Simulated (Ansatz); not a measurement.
**TiO2 — electric field gradients**

The cell is a Materials Project structure (computed, not necessarily an observed phase), atoms as given.

```
CELL_PARAMETERS angstrom
4.54535 0.00000 0.00000
0.00000 5.51962 0.00000
0.00000 0.00000 4.90920
ATOMIC_POSITIONS crystal
Ti 0.50000 0.67299 0.75000
Ti 0.00000 0.82701 0.25000
Ti 0.50000 0.32701 0.25000
Ti 0.00000 0.17299 0.75000
O 0.72855 0.61828 0.08135
O 0.22855 0.88172 0.91865
O 0.77145 0.88172 0.58135
O 0.27145 0.61828 0.41865
O 0.72855 0.38172 0.58135
O 0.22855 0.11828 0.41865
O 0.77145 0.11828 0.08135
O 0.27145 0.38172 0.91865
```

Atoms are numbered from 1 in the order listed; like atoms form one site, named after its first atom.

Computed with Ansatz: DFT, r2SCAN, plane waves and PAW (field gradients read without the response of the frozen cores, which leaves them typically 4 to 6 % off), scalar-relativistic, 500 eV cutoff, Γ-centred 5×4×4 k-points, Fermi–Dirac smearing 0.02 eV.

C_Q = eQV_zz/h, which is 24.18 MHz for Q = 1 b and V_zz = 10²¹ V/m²; η = (V_xx − V_yy)/V_zz. Directions are in the Cartesian axes of the cell vectors above, for the atom listed; none is given where the gradient is under 0.02 or η is above 0.95.

```csv
site,first atom,first shell,V_zz (10²¹ V/m²),η,"direction of V_zz (x, y, z)"
Ti,1,6 O at 1.88–2.09 Å,2.73,0.26,0.00 1.00 0.00
O,5,3 Ti at 1.88–2.09 Å; also 1 Ti at 3.20 Å,-3.09,0.58,0.74 -0.61 -0.28
```

At O V_zz stands upright on the plane through its three neighbours (within 11°).
